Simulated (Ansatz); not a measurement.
# W2NS2 MXene monolayer in a perpendicular field, part 2 of 2

Aim: how the W2NS2 MXene monolayer screens a field along its normal, and what the field does to its bands. A positive field points along +c.

Ansatz 0.2.0; plane-wave DFT, PBE-D3(BJ), Ansatz PAW.

So far. Step 2 (Relaxation): The lattice constant a goes from 3.054 to 2.995 Å.

## (3) Single point, field 0

A sawtooth potential applies the field, turning back in the middle of the vacuum. With the dipole correction the typed value is the field outside the slab. The induced dipole is small, so the SCF threshold is tight.

The cell differs from the one that the last finished run ended in (c 42.977 → 24.130 Å).

Contents of input.yaml:

```yaml
crystal:
  lattice:
    - [2.9950335978, 0.0, 0.0]
    - [-1.4975167989, 2.5937751808, 0.0]
    - [0.0, 0.0, 24.1301214189]
  atoms:
    - { symbol: S, position: [0.3333333333, 0.6666666667, 0.3729778166] }
    - { symbol: W, position: [0.6666666667, 0.3333333333, 0.4415966061] }
    - { symbol: "N", position: [0.0, 0.0, 0.5] }
    - { symbol: W, position: [0.3333333333, 0.6666666667, 0.5584033939] }
    - { symbol: S, position: [0.6666666667, 0.3333333333, 0.6270221834] }
kpoints:
  mp_grid: { grid: [18, 18, 1] }
  band_path:
    path: [[0, 0, 0], [0.5, 0, 0], [0.33333333, 0.33333333, 0], [0, 0, 0]]
    npoints: 16
hamiltonian:
  xc: pbe
  dispersion: d3bj
scf:
  occupations: { method: fermi_dirac, width: 0.02585 }
  convergence: { dr2_threshold: 1.0e-10 }
efield:
  axis: 3
  dipole_correction: true
  ramp_position: 0.97
  ramp_width: 0.06
  amplitude: 0
output:
  dos: { projected: true, e_range: [-6, 5] }
  write_potential: true
  write_density: true
  volumetric_format: npy
  elf: true
```

Launch:

```sh
ansatz run input.yaml --threads 2 --pin off --max-ram 3072MiB --backend cpu --events-out ev --progress --plain --runs-dir out
```

Numbers of over 12 decimals in the logs are rounded to 6 here.

The program printed:

```text
[...]
Crystal: 5 atoms, lattice volume = 187.453 Å³
Basis set: ecut = 420 eV, 3549 PW (Γ)
Bands: 28, of which v1, the nominal top of the filled ones, is band 23 counted from 1 (22 counted from 0)
Symmetry: 6 space group operations
k-points: 37 of 324 (time reversal used)
[...]
SCF iter   1: F=—  HF=-22960.670739 eV  |F-HF|=—  |Δ(HF+E_count)|=         —  Δρ=4.58e-3  dr2=1.39e-1  ethr=1.77e-3  p=0.000 e·Å  D=2.82e-13 V/Å  ΔV_dip=-0.00 eV  dr2_dipole=1.02e-7  V_vac-E_F(+/−)=5.04/5.04 eV  ⟨swp⟩=9.8  Hψ=6325  notcnv=0
efield: sawtooth ramp at fractional position 0.9700 (set: `efield.ramp_position`, or a place that a band, a saddle search or an elastic batch's reference lends), width 0.0600; the density the first Hamiltonian is built on has a dipole p = 0.000 e·Å; the dipole correction subtracts the counter field D = 2.82e-13 V/Å, which shifts the + side's vacuum level by -0.00 eV against the − side's; the planar-averaged density in the ramp window peaks in size at 1.8e-5 e/Å³
[...]
SCF iter   2: F=—  HF=-22960.658325 eV  |F-HF|=—  |Δ(HF+E_count)|=   1.24e-2  Δρ=2.22e-3  dr2=2.05e-2  ethr=3.08e-4  p=-0.000 e·Å  D=-1.83e-5 V/Å  ΔV_dip=0.00 eV  dr2_dipole=1.62e-7  V_vac-E_F(+/−)=5.08/5.08 eV  ⟨swp⟩=3.8  Hψ=2362  notcnv=0  defer=27
[...]
SCF iter   9: F=-22960.655111 eV  HF=-22960.655111 eV  |F-HF|=1.02e-10  |Δ(HF+E_count)|=  6.11e-10  Δρ=1.86e-7  dr2=7.07e-11  ethr=1.00e-12  p=0.000 e·Å  D=3.95e-8 V/Å  ΔV_dip=-0.00 eV  dr2_dipole=1.38e-12  V_vac-E_F(+/−)=5.02/5.02 eV  ⟨swp⟩=7.1  Hψ=4700  notcnv=0
SCF 1 converged in 9 iterations: F = -22960.655111 eV  dr2 = 7.07e-11
[...]
NSCF: frozen V_eff on 49 k-points
efield: sawtooth ramp at fractional position 0.9700 (kept from the solve that this one continues, or follows in the run), width 0.0600; the density the first Hamiltonian is built on has a dipole p = 0.000 e·Å; the dipole correction subtracts the counter field D = 3.95e-8 V/Å, which shifts the + side's vacuum level by -0.00 eV against the − side's; the planar-averaged density in the ramp window peaks in size at 1.2e-6 e/Å³
WARN: The output density's exchange-correlation potential varies sharply where the density is thin. Do not read a vacuum level from v_tot or v_xc, or from such a field of the output density. On a cell that repeats whose density bears no net charge and no dipole along the vacuum's axis use v_es (v_loc + v_h of the components); under efield.dipole_correction with no amplitude use v_es + v_field, which holds any externa [...]
SCF converged after 9 iterations
Free energy (F): -22960.655111 eV
[...]
Internal energy: -22960.648208 eV  (E = F + TS)
E sigma→0 (E₀):  -22960.651659 eV
Entropy (-TS):   -0.006903 eV (-1.381 meV/atom)
Fermi energy:    2.727330 eV
Dipole field:    D = -0.000002 V/Å  (p = -0.000002 e·Å, saw-weighted, corrected)
Work function:   Φ+ = 5.0212 eV   Φ− = 5.0211 eV
Levels:          The Fermi level and band energies are counted from a zero that moves with the ramp; work functions are not
[...]
--- Band table (eV; the first three rows and the last of 37) ---
  k-point 0: bands = [... 19 lower, 2.0773, 2.0773, 2.0860, 2.0860, 2.2444, 2.9286, 2.9286, 5.4876, ... 1 higher]
  k-point 1: bands = [... 19 lower, 1.4045, 1.5357, 2.3320, 2.5283, 2.6627, 2.8030, 2.8833, 5.3451, ... 1 higher]
  k-point 2: bands = [... 19 lower, 0.8499, 1.0970, 2.1523, 2.5127, 2.7379, 3.1371, 3.2781, 5.1067, ... 1 higher]
  k-point 36: bands = [... 19 lower, -1.4667, 2.5773, 3.0657, 3.0657, 3.6912, 4.4591, 4.4591, 5.4665, ... 1 higher]
```

Elapsed: 12 s, on 2 threads of Intel Xeon Platinum 8488C (Sapphire Rapids), shared host; peak memory 0.58 GiB; 24 s of CPU time.

This step gave:

```
energy at zero smearing   : -22960.6517 eV
work function, upper face : 5.021 eV
dipole along the normal   : -1.65e-6 e·Å
```

Running mean over a fixed 2.5 Å (it still follows the layers) of the planar mean; the ramp of the sawtooth is left out. Table of electron's electrostatic potential energy less the Fermi level by z:

| z (Å) | electron's electrostatic potential energy less the Fermi level (eV) |
| --- | --- |
| 3.0 | 5.02 |
| 3.5 | 5.02 |
| 4.0 | 5.02 |
| 4.5 | 5.02 |
| 5.0 | 5.02 |
| 5.5 | 5.01 |
| 6.0 | 4.99 |
| 6.5 | 4.87 |
| 7.0 | 4.30 |
| 7.5 | 2.22 |
| 8.0 | -0.694 |
| 8.5 | -3.28 |
| 9.0 | -6.40 |
| 9.5 | -10.8 |
| 10.0 | -13.2 |
| 10.5 | -12.9 |
| 11.0 | -13.1 |
| 11.5 | -12.6 |
| 12.0 | -11.7 |
| 12.5 | -12.3 |
| 13.0 | -13.1 |
| 13.5 | -12.9 |
| 14.0 | -13.2 |
| 14.5 | -11.7 |
| 15.0 | -7.50 |
| 15.5 | -3.92 |
| 16.0 | -1.43 |
| 16.5 | 1.48 |
| 17.0 | 3.93 |
| 17.5 | 4.79 |
| 18.0 | 4.97 |
| 18.5 | 5.01 |
| 19.0 | 5.02 |
| 19.5 | 5.02 |
| 20.0 | 5.02 |
| 20.5 | 5.02 |
| 21.0 | 5.02 |

The density of states has structure finer than the step of the table below, so its rows give means over 0.2 eV, whole bins alone (the curve runs from -6 to 1.99 eV). Peaks (eV: height): -5.94: 5.53, -5.15: 7.90, -5.09: 9.12, -2.69: 5.29, -1.92: 13.1, -0.24: 8.44, -0.02: 8.02.

Density of states against energy, zero at the Fermi level; means over each step:

| energy (eV) | density of states (states/eV a cell) |
| --- | --- |
| -5.8 | 3.77 |
| -5.6 | 3.78 |
| -5.4 | 2.47 |
| -5.2 | 4.30 |
| -5.0 | 4.93 |
| -4.8 | 3.43 |
| -4.6 | 2.67 |
| -4.4 | 1.67 |
| -4.2 | 2.79 |
| -4.0 | 2.59 |
| -3.8 | 2.73 |
| -3.6 | 3.07 |
| -3.4 | 2.44 |
| -3.2 | 3.29 |
| -3.0 | 3.34 |
| -2.8 | 3.02 |
| -2.6 | 2.63 |
| -2.4 | 1.35 |
| -2.2 | 0.962 |
| -2.0 | 2.58 |
| -1.8 | 3.81 |
| -1.6 | 2.62 |
| -1.4 | 1.98 |
| -1.2 | 1.97 |
| -1.0 | 3.04 |
| -0.8 | 1.92 |
| -0.6 | 1.29 |
| -0.4 | 1.52 |
| -0.2 | 4.32 |
| 0.0 | 2.98 |
| 0.2 | 1.99 |
| 0.4 | 2.10 |
| 0.6 | 1.85 |
| 0.8 | 2.13 |
| 1.0 | 2.81 |
| 1.2 | 2.31 |
| 1.4 | 2.08 |
| 1.6 | 1.85 |
| 1.8 | 2.11 |

Projected DOS per atom over height of the atomic layer and energy from the Fermi level. Layers: S W N W S from below.

Ten even steps from '0' (0.04 states/eV) to '9' (1.13 states/eV), each cell a mean:
```
07070
06060
18181
16161
06160
18281
17271
14141
27172
25252
76367
11011
44044
75057
73037
82228
83138
42024
75157
69996
35953
66866
```
Columns: height of the atomic layer (Å) from 9 to 15.1 (not evenly spaced); rows upwards: energy from the Fermi level (eV) from -5.96 to 1.96.

The electronic bands at the labelled points (eV, zero at the Fermi level):

| point | band 19 | band 20 | band 21 | band 22 | band 23 | band 24 | band 25 | band 26 |
| --- | --- | --- | --- | --- | --- | --- | --- | --- |
| Γ | -2.18 | -0.65 | -0.65 | -0.64 | -0.64 | -0.48 | 0.20 | 0.20 |
| halfway | -2.60 | -2.34 | -1.96 | -1.16 | -0.04 | 0.32 | 1.08 | 1.70 |
| M | -3.12 | -2.92 | -1.89 | -1.83 | 2.36 | 2.62 | 2.86 | 2.92 |
| halfway | -3.82 | -3.54 | -1.59 | -0.52 | 1.28 | 1.85 | 2.33 | 2.34 |
| K | -4.19 | -4.19 | -0.15 | 0.34 | 0.34 | 0.96 | 1.73 | 1.73 |
| halfway | -2.99 | -2.98 | -1.25 | -1.17 | -0.16 | 0.48 | 1.56 | 2.11 |
| Γ | -2.18 | -0.65 | -0.65 | -0.64 | -0.64 | -0.48 | 0.20 | 0.20 |

Valence density in the ca plane at fractional y = 0.333, with atoms of W and S within 0.2 Å of it. It is the smooth field of the valence electrons, not physical close to the nuclei.

Ten steps, logarithmic in the rise over the least value, from '0' (0.0 e/Å³) to '9' (5.0 e/Å³), each cell a mean:
```
00000000000000001234445788644334445666542100
00000000000000000123347999853333445666653100
00000000000000000112347999953233345655653100
00000000000000000123347999853333445666653100
00000000000000001234455787544444545566532000
00000000000000001245554454445555654444321000
00000000000000001345554444455556664433210000
00000000000000001245554455445445654444321000
```
Columns run along c (16.0 Å, from fractional 0.08 to 0.74 of the cell), rows up along a (3.0 Å). Atoms in or near the plane, at fractional coordinates: W at (0.44, 0.67), S at (0.63, 0.67).

ELF in the ca plane at fractional y = 0.333, with atoms of W and S within 0.2 Å of it. It is the smooth field of the valence electrons, not physical close to the nuclei.

Ten even steps from '0' (0.00) to '9' (0.94), each cell a mean:
```
00000000000012455424652232222368889874100000
00000000000000122246465211233476369986310000
00000000000000011256146211233574039997310000
00000000000000123246565211233477469986200000
00000000000013566534542232222258888763100000
00000000000146788742222564123235554210000000
00000000000257888753323675134322211000000000
00000000000146777742222464123235665320000000
```
Columns run along c (16.0 Å, from fractional 0.14 to 0.80 of the cell), rows up along a (3.0 Å). Atoms in or near the plane, at fractional coordinates: W at (0.44, 0.67), S at (0.63, 0.67).

Electrostatic potential energy in the ca plane at fractional y = 0.333, with atoms of W and S within 0.2 Å of it. With pseudopotentials it is smooth inside the atoms' cores, unlike the true potential.

Values in eV, 5 rows by 16 columns, each cell a mean:
```
  8   8   8   8   8   8   6   1 -28 -27   1  -1  -6 -26   1   8
  8   8   8   8   8   8   7   1 -39 -38   0   3 -11 -31  -6   8
  8   8   8   8   8   8   6   1 -28 -28   1  -1  -6 -26   1   8
  8   8   8   8   8   7   3  -4  -3  -2   0 -14  -6   2   6   8
  8   8   8   8   8   7   3  -4  -3  -2   0 -14  -6   2   6   8
```
Columns run along c (16.0 Å, from fractional 0.08 to 0.74 of the cell; values clipped at the 3rd and 97th percentile), rows up along a (3.0 Å). Atoms in or near the plane, at fractional coordinates: W at (0.44, 0.67), S at (0.63, 0.67).

The work function of the upper face is 5.02 eV.

## (4) Atoms held, field 0.1 V/Å

Changes to input.yaml since step 3:

```diff
@@ -27,5 +27,4 @@
   ramp_width: 0.06
-  amplitude: 0
+  amplitude: 0.1
 output:
-  dos: { projected: true, e_range: [-6, 5] }
   write_potential: true
@@ -33,2 +32 @@
   volumetric_format: npy
-  elf: true
```

The program printed:

```text
[...]
Crystal: 5 atoms, lattice volume = 187.453 Å³
Basis set: ecut = 420 eV, 3549 PW (Γ)
Bands: 28, of which v1, the nominal top of the filled ones, is band 23 counted from 1 (22 counted from 0)
Symmetry: 6 space group operations
k-points: 37 of 324 (time reversal used)
[...]
k-point 0: bands = [... 19 lower, 2.0767, 2.0767, 2.0858, 2.0858, 2.2440, 2.9283, 2.9283, 5.4872, ... 1 higher]
  k-point 1: bands = [... 19 lower, 1.4041, 1.5353, 2.3316, 2.5279, 2.6623, 2.8026, 2.8829, 5.3445, ... 1 higher]
  k-point 2: bands = [... 19 lower, 0.8496, 1.0966, 2.1519, 2.5123, 2.7375, 3.1367, 3.2777, 5.1061, ... 1 higher]
  k-point 36: bands = [... 19 lower, -1.4566, 2.5769, 3.0624, 3.0683, 3.6908, 4.4567, 4.4607, 5.4661, ... 1 higher]
[key lines of the parts left out:]
SCF converged after 11 iterations
Free energy (F): -22960.656881 eV
Fermi energy:    2.726932 eV
Dipole field:    D = 0.034174 V/Å  (p = 0.035402 e·Å, saw-weighted, corrected)
```

Wall time 12 s (2 threads); peak memory 0.56 GiB; 24 s of CPU time.

The dipole is 0.0354 e·Å.

## (5) Single point, field -0.1 V/Å

Changes to input.yaml since step 4:

```diff
@@ -27,3 +27,3 @@
   ramp_width: 0.06
-  amplitude: 0.1
+  amplitude: -0.1
 output:
```

The program printed:

```text
[...]
Crystal: 5 atoms, lattice volume = 187.453 Å³
Basis set: ecut = 420 eV, 3549 PW (Γ)
Bands: 28, of which v1, the nominal top of the filled ones, is band 23 counted from 1 (22 counted from 0)
Symmetry: 6 space group operations
k-points: 37 of 324 (time reversal used)
[...]
k-point 0: bands = [... 19 lower, 2.0767, 2.0767, 2.0858, 2.0858, 2.2440, 2.9283, 2.9283, 5.4872, ... 1 higher]
  k-point 1: bands = [... 19 lower, 1.4041, 1.5353, 2.3316, 2.5279, 2.6623, 2.8026, 2.8829, 5.3445, ... 1 higher]
  k-point 2: bands = [... 19 lower, 0.8496, 1.0966, 2.1519, 2.5123, 2.7375, 3.1367, 3.2777, 5.1061, ... 1 higher]
  k-point 36: bands = [... 19 lower, -1.4566, 2.5769, 3.0624, 3.0683, 3.6908, 4.4567, 4.4607, 5.4661, ... 1 higher]
[key lines of the parts left out:]
SCF converged after 11 iterations
Free energy (F): -22960.656881 eV
Fermi energy:    2.726932 eV
Dipole field:    D = -0.034174 V/Å  (p = -0.035402 e·Å, saw-weighted, corrected)
```

The job ended after 13 s (2 threads; peak memory 0.55 GiB; 26 s of CPU time).

The dipole is -0.0354 e·Å.

## (6) Response, atoms held

This step: plane-wave DFT, PBE-D3(BJ), Ansatz PAW; response to a field along the normal, atoms held (Ansatz 0.2.0).

The dipoles give the slope, and the difference of two potentials shows where the field is screened.

Numbers from this step:

| Item | Value |
| --- | --- |
| equivalent conductor thickness p/(ε₀AE) | 8.246 Å |
| distance between the outer atoms | 6.130 Å |

The dipole of the cell by applied field:

| applied field (V/Å) | dipole of the cell (e·Å) |
| --- | --- |
| -0.1000 | -0.0354 |
| 0.0000 | -1.7e-6 |
| 0.1000 | 0.0354 |

Local field over the applied field, running mean. From the potentials at -0.1 and 0.1 V/Å; running mean over 2.5 Å. Local field over applied field against z:

| z (Å) | local field over applied field |
| --- | --- |
| 4.5 | 0.999 |
| 5.0 | 0.996 |
| 5.5 | 0.988 |
| 6.0 | 0.967 |
| 6.5 | 0.914 |
| 7.0 | 0.807 |
| 7.5 | 0.649 |
| 8.0 | 0.472 |
| 8.5 | 0.293 |
| 9.0 | 0.154 |
| 9.5 | 0.0729 |
| 10.0 | 0.0316 |
| 10.5 | 0.0168 |
| 11.0 | 0.0173 |
| 11.5 | 0.00903 |
| 12.0 | -0.00343 |
| 12.5 | 0.00488 |
| 13.0 | 0.0166 |
| 13.5 | 0.0163 |
| 14.0 | 0.0254 |
| 14.5 | 0.0591 |
| 15.0 | 0.128 |
| 15.5 | 0.251 |
| 16.0 | 0.424 |
| 16.5 | 0.604 |
| 17.0 | 0.769 |
| 17.5 | 0.892 |
| 18.0 | 0.957 |
| 18.5 | 0.985 |
| 19.0 | 0.995 |
| 19.5 | 0.998 |
| 20.0 | 0.999 |

Electrons, planar mean, per unit field. Induced electron density against z:

| z (Å) | induced electron density (e/Å³ per V/Å) |
| --- | --- |
| 4.02 | 1.8e-6 |
| 4.47 | 5.0e-6 |
| 4.92 | 1.4e-5 |
| 5.36 | 3.8e-5 |
| 5.81 | 1.0e-4 |
| 6.26 | 2.6e-4 |
| 6.70 | 6.2e-4 |
| 7.00 | 0.00109 |
| 7.45 | 0.00228 |
| 7.89 | 0.00356 |
| 8.34 | 0.00273 |
| 8.79 | 1.0e-3 |
| 9.23 | 0.00116 |
| 9.68 | -5.5e-4 |
| 10.13 | -7.2e-4 |
| 10.58 | 0.00112 |
| 11.02 | 6.5e-5 |
| 11.47 | -1.8e-4 |
| 11.92 | 7.1e-5 |
| 12.21 | -7.1e-5 |
| 12.66 | 1.8e-4 |
| 13.11 | -6.5e-5 |
| 13.55 | -0.00112 |
| 14.00 | 7.2e-4 |
| 14.45 | 5.5e-4 |
| 14.90 | -0.00116 |
| 15.34 | -1.0e-3 |
| 15.79 | -0.00273 |
| 16.24 | -0.00356 |
| 16.68 | -0.00228 |
| 17.13 | -0.00109 |
| 17.43 | -6.2e-4 |
| 17.87 | -2.6e-4 |
| 18.32 | -1.0e-4 |
| 18.77 | -3.8e-5 |
| 19.21 | -1.4e-5 |
| 19.66 | -5.0e-6 |
| 20.11 | -1.8e-6 |

By hand: between -0.1 and 0.1 V/Å the dipole changes by 0.07080 e·Å, a slope of 0.3540 e·Å²/V. A perfect conductor of thickness t has p = ε₀AEt, so t = 180.95 × 0.3540 / 7.768 = 8.25 Å (e/ε₀ = 180.95 V·Å, A in Å²).

The induced dipole is that of a conductor 8.25 Å thick.

## (7) What came out

| Property | Result |
| --- | --- |
| gap without field | none |
| work function, upper face | 5.02 eV |
| equivalent conductor thickness, atoms held | 8.25 Å |

**Reading.** The induced dipole equals that of a perfect conductor 8.25 Å thick, while the outer atoms lie 6.13 Å apart. There is no gap over 0.03 eV, with or without the field. The first relaxation ran with spin and lost its moment, and the later runs have none; other magnetic states were not tried. Spin-orbit coupling is left out, which matters for the bands of elements this heavy. The MXene's terminations sit over the metal atoms of its far layer; the site over carbon or nitrogen, which some compounds prefer, was not run.

[Logs are printed without paths, hosts, clocks, repeated set-up lines and the standing remarks that a program may print on its own settings, such as how far it seeks lower states.]

[Hosts, paths, dates, database ids (printed as entryN), source tags and the programs' standing remarks are cut or masked in the printed files.]

[Maps of the electrostatic potential energy from Ansatz leave out the sawtooth potential of an applied field or a dipole correction, so their vacuum need not be flat; planar profiles and work functions include it.]

[The density of states shown here was stored with 400 of the rows of the run's finer table, so its peaks can read low, often by over a quarter, or be missed, and its means over a window can be off by a tenth or more.]
